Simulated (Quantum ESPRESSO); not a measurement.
Something may be wrong with this Quantum ESPRESSO 7.5 calculation of Sn.

File pw.in:

```
&CONTROL
  calculation = 'scf'
  prefix = 'pwscf'
  outdir = './tmp'
  pseudo_dir = './pseudo'
  tprnfor = .true.
  tstress = .true.
  disk_io = 'nowf'
/
&SYSTEM
  ibrav = 0
  nat = 2
  ntyp = 1
  ecutwfc = 45
  ecutrho = 360
  nbnd = 21
  input_dft = 'vdw-df-obk8'
  occupations = 'smearing'
  smearing = 'fd'
  degauss = 0.00183747
/
&ELECTRONS
  conv_thr = 4d-10
  electron_maxstep = 75
  mixing_beta = 0.5
/
ATOMIC_SPECIES
Sn   118.7100 sn_pbe_v1.4.uspp.F.UPF
CELL_PARAMETERS bohr
   0.0000000000    3.2333428000    3.2333428000
   3.2333428000    0.0000000000    3.2333428000
   3.2333428000    3.2333428000    0.0000000000
ATOMIC_POSITIONS crystal
Sn     0.7500000000    0.7500000000    0.7500000000
Sn     0.5000000000    0.5000000000    0.5000000000
K_POINTS automatic
7 7 7 0 0 0
```

Potentials or basis: GBRV 1.5 PBE.

Launch:

```console
$ OMP_NUM_THREADS=1 pw.x -in pw.in > pw.out
```

pw.out:

```text
This program is part of the open-source Quantum ESPRESSO suite
     for quantum simulation of materials; please cite
         "P. Giannozzi et al., J. Phys.:Condens. Matter 21 395502 (2009);
         "P. Giannozzi et al., J. Phys.:Condens. Matter 29 465901 (2017);
         "P. Giannozzi et al., J. Chem. Phys. 152 154105 (2020);
     in publications or presentations arising from this work. More details at

     IMPORTANT: XC functional enforced from input :
     Exchange-correlation= VDW-DF-OBK8
                           (   1   4  23   0   1   0   0)
     Any further DFT definition will be discarded
     Please, verify this is what you really want

     Message from routine setup:
     using ibrav=0 with symmetry is DISCOURAGED, use correct ibrav instead

     G-vector sticks info
     --------------------
[... 128 lines left out ...]
     ethr =  1.00E-02,  avg # of iterations =  9.6

     total energy              =    -305.12672748 Ry
     estimated scf accuracy    <       1.34892239 Ry
[... 61 lines left out ...]
     iteration # 10     ecut=    45.00 Ry     beta= 0.50
     Davidson diagonalization with overlap
     ethr =  2.63E-12,  avg # of iterations =  1.1

     End of self-consistent calculation

[... 120 lines left out ...]
     the Fermi energy is    75.5052 ev

!    total energy              =    -305.22930346 Ry
     estimated scf accuracy    <          2.5E-10 Ry
     smearing contrib. (-TS)   =      -0.00009657 Ry
     internal energy E=F+TS    =    -305.22920688 Ry

     The total energy is F=E-TS. E is the sum of the following terms:
     one-electron contribution =      84.85273143 Ry
     hartree contribution      =      30.50284482 Ry
     xc contribution           =     -94.04581648 Ry
     ewald contribution        =    -326.53896664 Ry

     convergence has been achieved in  10 iterations

     Forces acting on atoms (cartesian axes, Ry/au):

     atom    1 type  1   force =     0.00000000    0.00000000    0.00000000
     atom    2 type  1   force =     0.00000000    0.00000000    0.00000000

     Total force =     0.000000     Total SCF correction =     0.000000

     Computing stress (Cartesian axis) and pressure

          total   stress  (Ry/bohr**3)                   (kbar)     P=    48501.52
   0.32970663   0.00000000   0.00000000        48501.52        0.00        0.00
   0.00000000   0.32970663   0.00000000            0.00    48501.52        0.00
   0.00000000   0.00000000   0.32970663            0.00        0.00    48501.52

=------------------------------------------------------------------------------=
   JOB DONE.
=------------------------------------------------------------------------------=
```

Task: How did it end, and where is the flaw?

Result: The run converged. The input holds a flaw that was put in on purpose: cell typed in angstrom but marked bohr. The program doesn't stop on it, so the numbers can't be trusted though the run ends normally.
